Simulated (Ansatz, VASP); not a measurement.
One calculation of WSe2, two programs

File INCAR:

```
  PREC = Accurate
  ENCUT = 520
  EDIFF = 1E-6
  ISMEAR = 0
  SIGMA = 0.05
  LREAL = False
  LASPH = True
  NELM = 100
  ALGO = Normal
  ISIF = 2
  LWAVE = False
  LCHARG = False
  GGA = PS
  NBANDS = 20
```

File KPOINTS:

```
regular mesh
0
Gamma
  9 9 2
```

File POSCAR:

```
WSe2
1.0
    3.2267186148      0.0000000000      0.0000000000
   -1.6133593074      2.7944202912      0.0000000000
    0.0000000000      0.0000000000     16.6611439352
W Se
1 2
Direct
    0.0000000000      0.0000000000      0.0000000000
    0.3333333333      0.6666666667      0.1003991023
    0.3333333333      0.6666666667      0.8996008977
```

Input for Ansatz:

```yaml
crystal:
  lattice:
    - [3.2267186148, 0.0, 0.0]
    - [-1.6133593074, 2.7944202912, 0.0]
    - [0.0, 0.0, 16.6611439352]
  atoms:
    - { symbol: W, position: [0.0, 0.0, 0.0] }
    - { symbol: Se, position: [0.3333333333, 0.6666666667, 0.1003991023] }
    - { symbol: Se, position: [0.3333333333, 0.6666666667, 0.8996008977] }
basis:
  ecutwfc: 420
kpoints:
  mp_grid: { grid: [9, 9, 2] }
hamiltonian:
  xc: pbesol
  pseudopotentials: { kind: paw, azcp: { folder: soft_1 } }
scf:
  occupations: { method: gaussian, width: 0.05 }
output:
  forces: true
  stress: true
  eigenvalues: true
  write_density: true
  write_potential: true
  elf: true
  volumetric_format: npy
```

Change from the starting cell: mode 9 frozen in at +0.000 Å, equal normal strain along x and y -0.0133.

Alike in both runs: task single point; functional PBEsol; k mesh 9 × 9 × 2; occupations gaussian, width 0.05 eV; no spin polarisation.

|  | VASP | Ansatz |
| --- | --- | --- |
| version | VASP 6.6.1 | Ansatz 0.2.0 |
| potentials or method | VASP PAW PBE potentials, release 64 (W_sv, Se) | scalar-relativistic, plane waves, PAW |
| plane-wave cutoff (eV) | 520 | 420 |
| valence electrons in the cell | 26 | 46 |

Ansatz gave:

```
gap on the k mesh at the Fermi level (eV) : 1.75
least direct gap on the mesh (eV)         : 1.85
rms of the force components (eV/Å)        : 0.146
```

What did VASP give for the same quantities?

gap on the k mesh at the Fermi level (eV): 1.76; least direct gap on the mesh (eV): 1.84; rms of the force components (eV/Å): 0.178.

Atom by atom the forces differ by 0.032 eV/Å (rms over components). The two sets of potentials don't hold the same shells in valence. Ansatz warned: «pseudo_functional_mismatch».

Caveats: the PAW data sets were made with another functional, which shifts forces and pressure a little (VASP); spin-orbit coupling is left out, which moves the levels of the heavy elements.
